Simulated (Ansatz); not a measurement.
# BaS: a relaxation

Aim: a sound relaxation of BaS. The structure is shown as the input types it.

Program: Ansatz 0.2.0. Level of theory: DFT, LDA, PAW with Ansatz's default frozen-core files, scalar-relativistic; relaxation of cell and atoms. These are calculated values, not measurements.

1 further run of the same task is left out (set aside as unsound or not needed).

### Step 1. The structure to begin with

It takes space group Fm-3m (No. 225, cubic). Conventional cell: a = 12.071 Å, b = 12.071 Å, c = 12.071 Å, α = 90.00°, β = 90.00°, γ = 90.00°.

Coordinates:

```xyz
2
Lattice="0.0000 6.0353 6.0353 6.0353 0.0000 6.0353 6.0353 6.0353 0.0000" Properties=species:S:1:pos:R:3 pbc="T T T"
Ba    0.0000    0.0000    0.0000
S     6.0353    6.0353    6.0353
```

### Step 2. Running it

The input, input.yaml:

```yaml
crystal:
  lattice:
    - [0.0, 6.03531273, 6.03531273]
    - [6.03531273, 0.0, 6.03531273]
    - [6.03531273, 6.03531273, 0.0]
  atoms:
    - { symbol: Ba, position: [0.0, 0.0, 0.0] }
    - { symbol: S, position: [0.5, 0.5, 0.5] }
kpoints:
  mp_grid: { grid: [8, 8, 8] }
scf:
  occupations: { method: fixed }
  max_iter: 100
hamiltonian:
  xc: lda
  pseudopotentials: { kind: paw }
relax:
  f_tol: 0.002
  max_steps: 80
  cell: {}
output:
  forces: true
  stress: true
```

Started as:

```
$ ansatz run input.yaml --threads 1 --pin off --max-ram 2560MiB --backend cpu --events-out ev --progress --plain --runs-dir out
```

What happens when this is run?

The run converged and reported no error, with warnings (metallic iterate). Convergence says nothing about whether the input makes sense.

Lengths in bohr were typed where ångström are read, so every distance is 1.89 times too long and the bonds are broken. The shortest distance in the input is 6.04 Å, between atoms 1 (Ba) and 2 (S).

Remedy: divide the lengths by 1.8897.
